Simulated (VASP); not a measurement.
A run of VASP 6.6.1:

Contents of INCAR:

```
SYSTEM = SnSe2
PREC = Accurate
ENCUT = 600
EDIFF = 1E-7
ISMEAR = 0
SIGMA = 0.03
LREAL = .False.
LASPH = .True.
NELM = 80
ALGO = Normal
ISIF = 3
LWAVE = .False.
LCHARG = .False.
GGA = PE
IVDW = 12
IBRION = 2
NSW = 90
EDIFFG = -0.005
```

Contents of KPOINTS:

```
Automatic mesh
0
Gamma
  9 9 5
  0 0 0
```

The input POSCAR:

```
SnSe2                                   
1.0
    3.8391473181     -0.0000000000     -0.0000000000
   -1.9195736590      3.3247991105     -0.0000000000
   -0.0000000000      0.0000000000      6.0111675865
  Sn              Se            
     1     2
Direct
     0.0000000000000000    0.0000000000000000    0.0000000000000000
     0.3333333300000021    0.6666666699999979    0.2655107870071306
     0.6666666699999979    0.3333333300000021    0.7344892129928692
```

Potentials or basis: VASP PAW PBE potentials, release 64 (Sn_d, Se).

Command:

```bash
$ cat potpaw_PBE.64/Sn_d/POTCAR potpaw_PBE.64/Se/POTCAR > POTCAR
$ mpirun -np 1 vasp_std > vasp.out
```

Hardware: 1 thread of Intel(R) Xeon(R) Platinum 8488C (Sapphire Rapids), with other jobs on the host.

Task: How long does it take, and how much memory?

Result: Run time: 61 s on 1 thread of Intel(R) Xeon(R) Platinum 8488C (Sapphire Rapids), with other jobs on the host, peak memory 0.27 GiB. Counts: scf iterations 20, k points 50, ion steps 2.
